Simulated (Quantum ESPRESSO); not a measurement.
# HfO2 (Fm-3m) in Quantum ESPRESSO: notebook

The runs below take HfO2 through Hubbard U by linear response, dielectric tensor, with PBE+U, PBE.

Everything below comes from runs of Quantum ESPRESSO 7.5. Logs are shortened: lines on timing, memory, paths and dates and some standing lists are left out, and cuts for length are marked.

### Step 1. The crystal as given

The structure is cubic, space group Fm-3m (No. 225). Conventional cell: a = 5.115 Å, b = 5.115 Å, c = 5.115 Å, α = 90.00°, β = 90.00°, γ = 90.00°. Hf (site symmetry m-3m) has 8 O at 2.21 Å as nearest neighbours. Around O (site symmetry -43m) lie 4 Hf at 2.21 Å.

Measurements of this composition are mostly on another form, of space group No. 14.

### Step 2. Hubbard U by linear response, PBE+U

File pw.in:

```
&CONTROL
  calculation = 'scf'
  prefix = 'pwscf'
  outdir = './tmp'
  pseudo_dir = './pseudo'
  tprnfor = .true.
  tstress = .true.
  disk_io = 'low'
/
&SYSTEM
  ibrav = 0
  nat = 3
  ntyp = 2
  ecutwfc = 36
  ecutrho = 216
  nbnd = 22
  occupations = 'smearing'
  smearing = 'fd'
  degauss = 0.00367493
/
&ELECTRONS
  conv_thr = 6d-10
  electron_maxstep = 120
  mixing_beta = 0.3
/
ATOMIC_SPECIES
Hf   178.4900 Hf.GGA_PBE-JTH.UPF
O     15.9990 O.GGA_PBE-JTH.UPF
CELL_PARAMETERS angstrom
   0.0000000000    2.5575000000    2.5575000000
   2.5575000000    0.0000000000    2.5575000000
   2.5575000000    2.5575000000    0.0000000000
ATOMIC_POSITIONS crystal
Hf     0.0000000000    0.0000000000    0.0000000000
O      0.7500000000    0.7500000000    0.7500000000
O      0.2500000000    0.2500000000    0.2500000000
K_POINTS automatic
6 6 6 0 0 0
HUBBARD {ortho-atomic}
U Hf-5d 4.0
```

File scf2.in:

```
&CONTROL
  calculation = 'scf'
  prefix = 'pwscf'
  outdir = './tmp'
  pseudo_dir = './pseudo'
  tprnfor = .true.
  tstress = .true.
  disk_io = 'low'
/
&SYSTEM
  ibrav = 0
  nat = 3
  ntyp = 2
  ecutwfc = 36
  ecutrho = 216
  nbnd = 22
  occupations = 'fixed'
/
&ELECTRONS
  conv_thr = 1d-13
  electron_maxstep = 120
  mixing_beta = 0.3
  startingpot = 'file'
  startingwfc = 'file'
/
ATOMIC_SPECIES
Hf   178.4900 Hf.GGA_PBE-JTH.UPF
O     15.9990 O.GGA_PBE-JTH.UPF
CELL_PARAMETERS angstrom
   0.0000000000    2.5575000000    2.5575000000
   2.5575000000    0.0000000000    2.5575000000
   2.5575000000    2.5575000000    0.0000000000
ATOMIC_POSITIONS crystal
Hf     0.0000000000    0.0000000000    0.0000000000
O      0.7500000000    0.7500000000    0.7500000000
O      0.2500000000    0.2500000000    0.2500000000
K_POINTS automatic
6 6 6 0 0 0
HUBBARD {ortho-atomic}
U Hf-5d 4.0
```

File hp.in:

```
&INPUTHP
  prefix = 'pwscf'
  outdir = './tmp'
  nq1 = 3
  nq2 = 3
  nq3 = 3
  conv_thr_chi = 1d-06
  niter_max = 80
  iverbosity = 1
  alpha_mix(1) = 0.3
/
```

Potentials or basis: JTH 2.0 PBE.

Started as:

```
$ OMP_NUM_THREADS=1 pw.x -in pw.in > pw.out
$ OMP_NUM_THREADS=1 pw.x -in scf2.in > scf2.out
$ OMP_NUM_THREADS=1 hp.x -in hp.in > hp.out
```

pw.out:

```text
This program is part of the open-source Quantum ESPRESSO suite
     for quantum simulation of materials; please cite
         "P. Giannozzi et al., J. Phys.:Condens. Matter 21 395502 (2009);
         "P. Giannozzi et al., J. Phys.:Condens. Matter 29 465901 (2017);
         "P. Giannozzi et al., J. Chem. Phys. 152 154105 (2020);
     in publications or presentations arising from this work. More details at

     file Hf.GGA_PBE-JTH.UPF: wavefunction(s)  5S 5P 6P 5D 0D renormalized
     file O.GGA_PBE-JTH.UPF: wavefunction(s)  0S 2P 0P renormalized
     Message from routine setup:
     using ibrav=0 with symmetry is DISCOURAGED, use correct ibrav instead

     G-vector sticks info
     --------------------
     sticks:   dense  smooth     PW     G-vecs:    dense   smooth      PW
     Sum         685     463    151                12039     6615    1243

     Using Slab Decomposition

     bravais-lattice index     =            0
     lattice parameter (alat)  =       6.8349  a.u.
     unit-cell volume          =     225.7738 (a.u.)^3
     number of atoms/cell      =            3
     number of atomic types    =            2
     number of electrons       =        24.00
     number of Kohn-Sham states=           22
     kinetic-energy cutoff     =      36.0000  Ry
     charge density cutoff     =     216.0000  Ry
     scf convergence threshold =      6.0E-10
     mixing beta               =       0.3000
     number of iterations used =            8  plain     mixing
     Exchange-correlation= SLA PW PBX PBC
                           (   1   4   3   4   0   0   0)
     Hubbard projectors: ortho-atomic
     Hubbard parameters of DFT+U (Dudarev formulation) in eV:
     U(Hf-5d) =  4.0000

     Internal variables: lda_plus_u =T, lda_plus_u_kind = 0

     Internal variables: orbital_resolved =F, hub_pot_fix =F, apply_U = F

     celldm(1)=   6.834858  celldm(2)=   0.000000  celldm(3)=   0.000000
     celldm(4)=   0.000000  celldm(5)=   0.000000  celldm(6)=   0.000000

     crystal axes: (cart. coord. in units of alat)
               a(1) = (   0.000000   0.707107   0.707107 )
               a(2) = (   0.707107   0.000000   0.707107 )
               a(3) = (   0.707107   0.707107   0.000000 )

     reciprocal axes: (cart. coord. in units 2 pi/alat)
               b(1) = ( -0.707107  0.707107  0.707107 )
               b(2) = (  0.707107 -0.707107  0.707107 )
               b(3) = (  0.707107  0.707107 -0.707107 )

     PseudoPot. # 1 for Hf read from file:
     Hf.GGA_PBE-JTH.UPF
     Pseudo is Projector augmented-wave + core cor, Zval = 12.0
     Generated using ATOMPAW code
     Shape of augmentation charge: SINC**2
     Using radial grid of 1119 points,  6 beta functions with:
                l(1) =   0
                l(2) =   0
                l(3) =   1
                l(4) =   1
                l(5) =   2
                l(6) =   2
     Q(r) pseudized with 0 coefficients

     PseudoPot. # 2 for O  read from file:
     O.GGA_PBE-JTH.UPF
     Pseudo is Projector augmented-wave + core cor, Zval =  6.0
     Generated using ATOMPAW code
     Shape of augmentation charge: SINC**2
     Using radial grid of  943 points,  4 beta functions with:
                l(1) =   0
                l(2) =   0
                l(3) =   1
                l(4) =   1
     Q(r) pseudized with 0 coefficients

     atomic species   valence    mass     pseudopotential
     Hf               12.00   178.49000     Hf( 1.00)
     O                 6.00    15.99900     O ( 1.00)

     48 Sym. Ops., with inversion, found

   Cartesian axes

     site n.     atom                  positions (alat units)
         1        Hf     tau(   1) = (   0.0000000   0.0000000   0.0000000  )
         2        O      tau(   2) = (   1.0606602   1.0606602   1.0606602  )
         3        O      tau(   3) = (   0.3535534   0.3535534   0.3535534  )

     number of k points=    16  Fermi-Dirac smearing, width (Ry)=  0.0037
                       cart. coord. in units 2pi/alat
        k(    1) = (   0.0000000   0.0000000   0.0000000), wk =   0.0092593
        k(    2) = (   0.1178511   0.1178511  -0.1178511), wk =   0.0740741
        k(    3) = (   0.2357023   0.2357023  -0.2357023), wk =   0.0740741
        k(    4) = (  -0.3535534  -0.3535534   0.3535534), wk =   0.0370370
        k(    5) = (   0.2357023   0.0000000  -0.0000000), wk =   0.0555556
        k(    6) = (   0.3535534   0.1178511  -0.1178511), wk =   0.2222222
[... 8 lines left out ...]
        k(   15) = (  -0.1178511  -0.3535534   0.5892557), wk =   0.2222222
        k(   16) = (  -0.7071068   0.2357023   0.0000000), wk =   0.1111111

     Dense  grid:    12039 G-vectors     FFT dimensions: (  32,  32,  32)

     Smooth grid:     6615 G-vectors     FFT dimensions: (  27,  27,  27)

     Check: negative core charge=   -0.000008

     Initial potential from superposition of free atoms

     starting charge      23.9981, renormalised to      24.0000

     STARTING HUBBARD OCCUPATIONS:

     =================== HUBBARD OCCUPATIONS ===================
     ------------------------ ATOM    1 ------------------------
     Tr[ns(  1)] =   2.00000
     eigenvalues:
       0.200  0.200  0.200  0.200  0.200
     eigenvectors (columns):
       1.000  0.000  0.000  0.000  0.000
       0.000  1.000  0.000  0.000  0.000
       0.000  0.000  1.000  0.000  0.000
       0.000  0.000  0.000  1.000  0.000
       0.000  0.000  0.000  0.000  1.000
     occupation matrix ns (before diag.):
       0.200  0.000  0.000  0.000  0.000
       0.000  0.200  0.000  0.000  0.000
       0.000  0.000  0.200  0.000  0.000
       0.000  0.000  0.000  0.200  0.000
       0.000  0.000  0.000  0.000  0.200

     Number of occupied Hubbard levels =    2.0000

     Atomic wfc used for Hubbard projectors are orthogonalized

     Starting wfcs are   34 randomized atomic wfcs

     Self-consistent Calculation

     iteration #  1     ecut=    36.00 Ry     beta= 0.30
     Davidson diagonalization with overlap
     ethr =  1.00E-02,  avg # of iterations =  4.4

     =================== HUBBARD OCCUPATIONS ===================
     ------------------------ ATOM    1 ------------------------
     Tr[ns(  1)] =   1.13807
     eigenvalues:
       0.055  0.055  0.153  0.153  0.153
     eigenvectors (columns):
       0.138  0.990 -0.000  0.000  0.000
       0.000  0.000  0.225  0.282 -0.933
       0.000  0.000  0.622  0.695  0.361
      -0.990  0.138  0.000 -0.000 -0.000
      -0.000 -0.000 -0.750  0.661  0.019
     occupation matrix ns (before diag.):
       0.055 -0.000 -0.000  0.000  0.000
      -0.000  0.153 -0.000  0.000  0.000
      -0.000 -0.000  0.153  0.000  0.000
       0.000  0.000  0.000  0.055 -0.000
       0.000  0.000  0.000 -0.000  0.153

     Number of occupied Hubbard levels =    1.1381

     total energy              =    -779.64582508 Ry
     estimated scf accuracy    <       1.21363574 Ry

     iteration #  2     ecut=    36.00 Ry     beta= 0.30
     Davidson diagonalization with overlap
     ethr =  5.06E-03,  avg # of iterations =  1.7
[... 60 lines left out ...]
     iteration # 11     ecut=    36.00 Ry     beta= 0.30
     Davidson diagonalization with overlap
     ethr =  1.90E-11,  avg # of iterations =  2.0

     End of self-consistent calculation

     =================== HUBBARD OCCUPATIONS ===================
     ------------------------ ATOM    1 ------------------------
     Tr[ns(  1)] =   1.72242
     eigenvalues:
       0.095  0.095  0.224  0.224  0.224
     eigenvectors (columns):
       0.137  0.991  0.000  0.000 -0.000
       0.000  0.000 -0.255 -0.961  0.103
       0.000  0.000 -0.647  0.091 -0.757
      -0.991  0.137 -0.000 -0.000  0.000
      -0.000 -0.000  0.718 -0.260 -0.646
     occupation matrix ns (before diag.):
       0.095 -0.000 -0.000  0.000  0.000
      -0.000  0.224 -0.000  0.000  0.000
      -0.000 -0.000  0.224  0.000  0.000
       0.000  0.000  0.000  0.095 -0.000
       0.000  0.000  0.000 -0.000  0.224

     Number of occupied Hubbard levels =    1.7224

          k = 0.0000 0.0000 0.0000 (   869 PWs)   bands (ev):

   -49.4072 -17.8109 -17.8109 -17.8109  -6.0579  -3.1058   7.5444   7.5444
     7.5444  11.9491  11.9491  11.9491  17.3423  17.3423  17.9784  22.9487
    22.9487  22.9487  26.2185  26.2185  26.2185  32.7367

          k = 0.1179 0.1179-0.1179 (   830 PWs)   bands (ev):

   -49.4012 -17.9005 -17.8192 -17.8192  -5.7209  -3.3061   7.7893   7.7893
     8.1876  11.1809  11.5610  11.5610  17.6955  17.6955  18.9682  21.7159
    22.4897  22.4897  25.6246  27.1873  27.1873  34.9170

          k = 0.2357 0.2357-0.2357 (   823 PWs)   bands (ev):

   -49.3901 -18.0852 -17.8392 -17.8392  -5.0078  -3.6812   8.3217   8.3217
     9.3284   9.9934  10.9535  10.9535  17.9701  17.9701  19.2941  21.8713
    22.0152  22.0152  24.2994  29.4103  29.4103  34.1823

          k =-0.3536-0.3536 0.3536 (   832 PWs)   bands (ev):

   -49.3829 -18.1737 -17.8535 -17.8535  -4.6279  -3.8575   8.6122   8.6122
     9.4677   9.8160  10.7098  10.7098  17.8537  17.8537  19.5726  21.3827
    21.8932  21.8932  24.5264  31.1967  31.1967  34.1474

          k = 0.2357 0.0000-0.0000 (   837 PWs)   bands (ev):

   -49.4029 -17.9128 -17.8301 -17.8301  -5.6065  -3.3672   7.8198   7.8198
     8.5711  10.0939  11.9694  11.9694  17.6644  17.7030  19.3704  21.8478
    21.8478  22.3202  25.3596  27.4783  27.4783  34.6685

          k = 0.3536 0.1179-0.1179 (   832 PWs)   bands (ev):

   -49.3926 -18.0427 -17.8617 -17.8521  -5.0015  -3.6708   8.1842   8.2371
     8.9610   9.7971  11.4770  11.5858  17.9692  18.0374  19.7513  21.3774
    21.4314  22.1628  25.1817  28.5876  28.7484  33.2746

          k =-0.2357-0.4714 0.4714 (   824 PWs)   bands (ev):
[... 7 lines left out ...]
   -49.3860 -18.1006 -17.9109 -17.8522  -4.6169  -3.8425   8.0371   8.9294
     8.9886  10.1914  10.3924  11.6114  17.7445  18.2875  19.6093  20.8063
    21.8267  22.8733  24.7394  28.7979  31.2016  32.8859

          k = 0.0000-0.2357 0.2357 (   829 PWs)   bands (ev):

   -49.3930 -17.9940 -17.8631 -17.8294  -5.2468  -3.5548   7.8847   8.2761
     9.1743  10.0147  10.6895  11.9794  17.7647  18.1546  19.5100  21.1587
    21.9937  22.3553  25.3713  27.6380  28.6429  33.7421

          k = 0.4714 0.0000-0.0000 (   829 PWs)   bands (ev):

   -49.3920 -18.1037 -17.8801 -17.8801  -4.6101  -3.8386   7.5505   8.5290
     8.5290  10.9490  11.6357  11.6357  17.6022  18.4596  20.6142  20.9085
    20.9085  21.7485  25.9570  28.9335  28.9335  30.5583

          k =-0.1179-0.5893 0.5893 (   816 PWs)   bands (ev):
[... 7 lines left out ...]
   -49.3880 -18.0449 -18.0315 -17.8798  -4.1931  -3.9922   7.3934   8.4672
     9.4548  10.0390  11.3097  11.9644  17.6741  18.6281  19.8668  20.0839
    21.3107  24.1796  25.5456  27.2915  31.3145  31.8884

          k =-0.7071 0.0000 0.0000 (   806 PWs)   bands (ev):

   -49.3894 -18.1935 -17.9161 -17.9161  -4.0729  -4.0397   6.4002   9.0737
     9.0737  11.1485  11.1485  12.5712  17.1612  18.9735  19.2945  20.8713
    20.8713  25.1892  25.8236  26.8754  29.4451  29.4455

          k =-0.2357-0.4714 0.7071 (   822 PWs)   bands (ev):
[... 7 lines left out ...]
   -49.3824 -18.0776 -17.9913 -17.8921  -4.2005  -3.9867   7.7388   7.9168
     9.5805  10.1891  11.3753  11.8219  18.0010  18.3508  19.7286  20.2897
    21.1282  24.0140  25.4726  28.8001  29.1533  32.5285

          k =-0.7071 0.2357 0.0000 (   820 PWs)   bands (ev):

   -49.3856 -18.1092 -17.9764 -17.9157  -4.0510  -4.0403   6.9367   8.2975
     9.5385  10.5691  11.2381  12.4201  17.7971  18.6942  19.5045  20.2047
    20.8009  25.2045  26.1435  26.7356  28.9502  31.2684

     the Fermi energy is    14.0860 ev

!    total energy              =    -779.80548926 Ry
     total all-electron energy =      -779.805489 Ry
     estimated scf accuracy    <          8.2E-11 Ry
     smearing contrib. (-TS)   =      -0.00000000 Ry
     internal energy E=F+TS    =    -779.80548926 Ry

     The total energy is F=E-TS. E is the sum of the following terms:
     one-electron contribution =     -24.50986409 Ry
     hartree contribution      =      26.96324692 Ry
     xc contribution           =     -40.83817670 Ry
     ewald contribution        =    -134.46672625 Ry
     Hubbard energy            =       0.20378254 Ry
     one-center paw contrib.   =    -607.15775169 Ry

     convergence has been achieved in  11 iterations

     Forces acting on atoms (cartesian axes, Ry/au):

     atom    1 type  1   force =     0.00000000    0.00000000   -0.00000000
     atom    2 type  2   force =     0.00000000    0.00000000   -0.00000000
     atom    3 type  2   force =     0.00000000   -0.00000000   -0.00000000

     Total force =     0.000000     Total SCF correction =     0.000000

     Computing stress (Cartesian axis) and pressure

          total   stress  (Ry/bohr**3)                   (kbar)     P=      -28.74
  -0.00019538   0.00000000  -0.00000000          -28.74        0.00       -0.00
   0.00000000  -0.00019538   0.00000000            0.00      -28.74        0.00
  -0.00000000   0.00000000  -0.00019538           -0.00        0.00      -28.74

=------------------------------------------------------------------------------=
   JOB DONE.
=------------------------------------------------------------------------------=
```

Wall time 4.3 min (1 thread of Arm Neoverse V2, shared host); peak memory 0.11 GiB.

What came out:

- Free energy: -10609.7942 eV
- Band gap on the k mesh: 4.59 eV, direct
- Hubbard U from linear response: 2.85 eV

Eigenvalues of the final occupation matrices:
| site | spin | trace | eigenvalues |
| --- | --- | --- | --- |
| Hf 1 5d | each | 0.86 | 0.10 0.10 0.22 0.22 0.22 |

Hubbard U from linear response:
```
site  manifold  U (eV)
   1     Hf-5d    2.85
```
On the first site the bare response is -0.188 and the screened one -0.122 eV⁻¹.

Caveat: the cutoff is too short for stress, so the log's stress isn't used; the cutoff is low for these files, which shifts pressure and relaxed volume; spin-orbit coupling is left out, which moves the levels of the heavy elements. A k mesh can miss the band edges.

[end of part 1 of 2]
